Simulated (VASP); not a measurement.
# GaAs in VASP: one cell, several levels of theory, part 2 of 2

VASP 6.6.1, plane waves, PAW. The steps go on from the part before.

### 3 Single point with r2SCAN

The input, INCAR:

```
ENCUT = 520.000000
SIGMA = 0.020000
EDIFF = 1.00e-07
ALGO = Normal
METAGGA = R2SCAN
PREC = Accurate
IBRION = -1
ISIF = 2
ISMEAR = -1
NBANDS = 16
NELM = 120
NSW = 0
LASPH = .TRUE.
LCHARG = .FALSE.
LWAVE = .FALSE.
LREAL = .FALSE.
```

The input, KPOINTS:

```
KPOINTS created by Atomic Simulation Environment
0
Gamma
8 8 8
0 0 0
```

The input, KPOINTS_OPT:

```
special points
7
Reciprocal
0.0000000000 0.0000000000 0.0000000000 1
-0.5000000000 -0.5000000000 0.0000000000 1
-0.3750000000 -0.3750000000 0.2500000000 1
-0.3750000000 0.0000000000 0.3750000000 1
0.0000000000 0.0000000000 0.5000000000 1
-0.5000000000 -0.2500000000 0.2500000000 1
-0.0119630000 0.0000000000 -0.0119630000 1
```

The input, POSCAR:

```
Ga As
 1.0000000000000000
     0.0000000000000000    2.9464084992999999    2.7338352897000000
     2.9464084992999999    0.0000000000000000    2.7338352897000000
     2.9464084992999999    2.9464084992999999    0.0000000000000000
 Ga  As
   1   1
Cartesian
  0.0000000000000000  0.0000000000000000  0.0000000000000000
  1.4732042496500000  1.4732042496500000  1.3669176448499998
```

Command:

```console
mpirun -np 1 vasp_std
```

Standard output, without the iteration lines:

```text
POSCAR found type information on POSCAR GaAs
 POSCAR found :  2 types and       2 ions
 -----------------------------------------------------------------------------
|                                                                             |
|                                                                             |
|     You enforced a specific xc type in the INCAR file but a different       |
|     I HOPE YOU KNOW WHAT YOU ARE DOING!                                     |
|                                                                             |
 -----------------------------------------------------------------------------

 LDA part: xc-table for (None), standard interpolation
 POSCAR, INCAR and KPOINTS ok, starting setup
 FFT: planning ... GRIDC
 FFT: planning ... GRID_SOFT
 FFT: planning ... GRID
 WAVECAR not read
 entering main loop
 Start KPOINTS_OPT (optional k-point list driver)
k-point batch [1-7\7]
```

OSZICAR:

```text
N       E                     dE             d eps       ncg     rms          rms(c)
DAV:   1     0.624652722697E+02    0.62465E+02   -0.92027E+03  1960   0.158E+03
DAV:   2    -0.225420119034E+02   -0.85007E+02   -0.81363E+02  2136   0.307E+02
DAV:   3    -0.290048654817E+02   -0.64629E+01   -0.64422E+01  2344   0.670E+01
DAV:   4    -0.291024291350E+02   -0.97564E-01   -0.97554E-01  2264   0.920E+00
DAV:   5    -0.291038337909E+02   -0.14047E-02   -0.14046E-02  2456   0.989E-01    0.301E+00
DAV:   6    -0.270045206988E+02    0.20993E+01   -0.50861E-01  2160   0.128E+01    0.183E+00
DAV:   7    -0.269984100003E+02    0.61107E-02   -0.15421E-01  2216   0.327E+00    0.820E-01
DAV:   8    -0.270021384101E+02   -0.37284E-02   -0.78455E-03  2392   0.702E-01    0.302E-01
DAV:   9    -0.270026263686E+02   -0.48796E-03   -0.12762E-03  2304   0.407E-01    0.479E-02
DAV:  10    -0.270026382048E+02   -0.11836E-04   -0.11612E-04  2400   0.771E-02    0.231E-02
DAV:  11    -0.270026344184E+02    0.37863E-05   -0.15651E-05  2288   0.284E-02    0.215E-03
DAV:  12    -0.270026338592E+02    0.55923E-06   -0.45055E-07  2432   0.965E-03    0.874E-04
DAV:  13    -0.270026357812E+02   -0.19220E-05   -0.68673E-08  1832   0.291E-03    0.360E-04
DAV:  14    -0.270026359163E+02   -0.13511E-06   -0.29202E-08  1304   0.289E-03    0.610E-05
DAV:  15    -0.270026358461E+02    0.70186E-07   -0.28680E-09  1120   0.688E-04
   1 F= -.27002636E+02 E0= -.27002636E+02  d E =-.580343E-06
       N       E                     dE             ncg
DAV:   1     0.183920687803E+04   -0.37955E+04      232
DAV:   2     0.118729968501E+04   -0.65191E+03      264
DAV:   3     0.113723372582E+04   -0.50066E+02      288
DAV:   4     0.113637126197E+04   -0.86246E+00      288
DAV:   5     0.113635863473E+04   -0.12627E-01      312
DAV:   6     0.113635817854E+04   -0.45619E-03      312
DAV:   7     0.113635817668E+04   -0.18609E-05      304
DAV:   8     0.113635817664E+04   -0.41761E-07      248
```

From OUTCAR:

```text
k-points           NKPTS =     59   k-points in BZ     NKDIM =     59   number of bands    NBANDS=     16

   NELECT =      18.0000    total number of electrons

   dimension x,y,z NGX =    30 NGY =   30 NGZ =   32
   dimension x,y,z NGXF=    60 NGYF=   60 NGZF=   64

  energy-cutoff  :      520.00
  volume of cell :       47.47
      direct lattice vectors                 reciprocal lattice vectors
     0.000000000  2.946408499  2.733835290    -0.169698126  0.169698126  0.182893242
     2.946408499  0.000000000  2.733835290     0.169698126 -0.169698126  0.182893242
     2.946408499  2.946408499  0.000000000     0.169698126  0.169698126 -0.182893242

 k-points in reciprocal lattice and weights: KPOINTS created by Atomic Simulation Env
   0.00000000  0.00000000  0.00000000       0.002
   0.12500000  0.00000000  0.00000000       0.016
   0.25000000  0.00000000  0.00000000       0.016
   0.37500000  0.00000000  0.00000000       0.016
   0.50000000  0.00000000  0.00000000       0.008
   0.12500000  0.12500000  0.00000000       0.004
   0.25000000  0.12500000  0.00000000       0.016
   0.37500000  0.12500000  0.00000000       0.016
[... 51 more k-points ...]

 E-fermi :   3.6361

 k-point     1 :       0.0000    0.0000    0.0000
  band No.  band energies     occupation
      1     -11.9429      2.00000
      2     -11.9428      2.00000
      3     -11.9251      2.00000
      4     -11.8696      2.00000
      5     -11.8534      2.00000
      6      -9.6171      2.00000
      7       3.0973      2.00000
      8       3.0974      2.00000
      9       3.4808      1.99915
     10       3.7914      0.00085
     11       7.1384      0.00000
     12       7.3615      0.00000
     13       7.3618      0.00000
     14      11.3094      0.00000
     15      13.0537      0.00000
     16      14.2111      0.00000

 k-point     2 :       0.1250    0.0000    0.0000
  band No.  band energies     occupation
      1     -11.9511      2.00000
      2     -11.9395      2.00000
      3     -11.9256      2.00000
      4     -11.8699      2.00000
      5     -11.8531      2.00000
      6      -9.4386      2.00000
      7       1.2818      2.00000
      8       2.8455      2.00000
      9       3.1658      2.00000
     10       4.9196      0.00000
     11       7.3758      0.00000
     12       7.6748      0.00000
     13       7.8793      0.00000
     14      12.1964      0.00000
     15      12.4702      0.00000
     16      13.2210      0.00000

 k-point     3 :       0.2500    0.0000    0.0000
  band No.  band energies     occupation
      1     -11.9754      2.00000
      2     -11.9324      2.00000
      3     -11.9209      2.00000
      4     -11.8700      2.00000
      5     -11.8514      2.00000
      6      -8.9417      2.00000
      7      -0.8655      2.00000
      8       2.3620      2.00000
      9       2.7934      2.00000
     10       4.8318      0.00000
     11       8.0602      0.00000
     12       8.1202      0.00000
     13       9.4962      0.00000
     14      12.3876      0.00000
     15      12.5773      0.00000
     16      13.3250      0.00000

 k-point     4 :       0.3750    0.0000    0.0000
  band No.  band energies     occupation
      1     -11.9986      2.00000
      2     -11.9265      2.00000
      3     -11.9159      2.00000
      4     -11.8690      2.00000
      5     -11.8485      2.00000
      6      -8.2849      2.00000
      7      -2.5809      2.00000
      8       1.9806      2.00000
      9       2.5053      2.00000
     10       4.4917      0.00000
     11       8.0378      0.00000
     12       8.4854      0.00000
     13      11.2660      0.00000
     14      12.5190      0.00000
     15      13.9364      0.00000
     16      14.0597      0.00000

 k-point     5 :       0.5000    0.0000    0.0000
  band No.  band energies     occupation
      1     -12.0078      2.00000
      2     -11.9244      2.00000
      3     -11.9142      2.00000
      4     -11.8681      2.00000
      5     -11.8469      2.00000
      6      -7.9193      2.00000
      7      -3.3087      2.00000
      8       1.8419      2.00000
      9       2.4017      2.00000
     10       4.3579      0.00000
     11       7.9632      0.00000
     12       8.5331      0.00000
     13      11.5084      0.00000
     14      13.8191      0.00000
     15      15.0278      0.00000
     16      15.9318      0.00000

 k-point     6 :       0.1250    0.1250    0.0000
  band No.  band energies     occupation
      1     -11.9459      2.00000
      2     -11.9364      2.00000
      3     -11.9364      2.00000
      4     -11.8730      2.00000
      5     -11.8511      2.00000
      6      -9.3586      2.00000
      7       1.4128      2.00000
      8       2.4442      2.00000
      9       2.4443      2.00000
     10       5.5961      0.00000
     11       6.5627      0.00000
     12       8.2659      0.00000
     13       8.2662      0.00000
     14      12.3971      0.00000
     15      12.9452      0.00000
     16      13.3419      0.00000

 k-point     7 :       0.2500    0.1250    0.0000
  band No.  band energies     occupation
      1     -11.9719      2.00000
      2     -11.9289      2.00000
      3     -11.9268      2.00000
      4     -11.8756      2.00000
      5     -11.8487      2.00000
      6      -8.9489      2.00000
      7      -0.3249      2.00000
      8       1.9268      2.00000
      9       2.1333      2.00000
     10       5.7377      0.00000
     11       6.8117      0.00000
     12       8.9011      0.00000
     13       9.2986      0.00000
     14      12.0249      0.00000
     15      13.5523      0.00000
     16      13.8750      0.00000

 k-point     8 :       0.3750    0.1250    0.0000
  band No.  band energies     occupation
      1     -11.9969      2.00000
      2     -11.9224      2.00000
      3     -11.9183      2.00000
      4     -11.8756      2.00000
      5     -11.8463      2.00000
      6      -8.3223      2.00000
      7      -2.1071      2.00000
      8       1.5896      2.00000
      9       1.7057      2.00000
     10       5.4955      0.00000
     11       7.6918      0.00000
     12       8.9092      0.00000
     13       9.7528      0.00000
     14      13.1476      0.00000
     15      14.0648      0.00000
     16      14.8193      0.00000

[... the tables of k-points 9 to 59 left out ...]

  Total       -1.2533044     -1.2533044      0.0249157      0.0000000      0.0000000      0.0000000
  in kB      -42.3037517    -42.3037517      0.8409988      0.0000000      0.0000000      0.0000000
  external PRESSURE =     -27.9221682 kB  Pullay stress =       0.0000000 kB

 POSITION                                       TOTAL-FORCE (eV/Angst)
 -----------------------------------------------------------------------------------
      0.00000      0.00000      0.00000        -0.000000     -0.000000      0.000000
      1.47320      1.47320      1.36692         0.000000      0.000000     -0.000000
 -----------------------------------------------------------------------------------
    total drift:                               -0.000030     -0.000030     -0.000175

  FREE ENERGIE OF THE ION-ELECTRON SYSTEM (eV)
  ---------------------------------------------------
  free  energy   TOTEN  =       -27.0026358461 eV

  energy  without entropy=      -27.0026352657  energy(sigma->0) =      -27.00263556
```

Hardware: 1 MPI rank of Intel Xeon Platinum 8488C, shared host.

The levels at the points of KPOINTS_OPT are read from vasprun.xml.

Band energies at the special points (eV, zero at the top of v, the last band that the electrons fill by count):

```
point    v−1      v     c   c+1
    Γ  -0.38   0.00  0.31  3.66
    X  -3.16  -3.16  1.24  1.31
    U  -3.93  -2.76  1.65  4.08
    K  -3.96  -2.26  2.25  4.94
    L  -1.64  -1.08  0.88  4.48
    W  -3.63  -3.43  4.17  4.43
```

r2SCAN gives a direct gap of 0.31 eV at Γ. The pressure is -2.79 GPa; the forces vanish within 0.01 eV/Å.

### 4 Results

This closing draws on all 2 parts.

| level | gap (eV) | pressure (GPa) | Ansatz: gap (eV) | Ansatz: pressure (GPa) |
| --- | --- | --- | --- | --- |
| PBE | 0.00 | 0.09 | 0.00 | -0.08 |
| r2SCAN | 0.31 | -2.79 | 0.33 | -2.87 |

In words: The gap runs from 0.00 eV (PBE) to 0.31 eV (r2SCAN). At this one volume the pressure spans -2.8 GPa (r2SCAN) to 0.1 GPa (PBE): PBE wants the largest cell and r2SCAN the smallest. The two programs agree on the gap within 0.03 eV, far less than the spread between functionals. Datasets and cutoffs are each program's own. VASP's cell holds 18 valence electrons and Ansatz's 28.
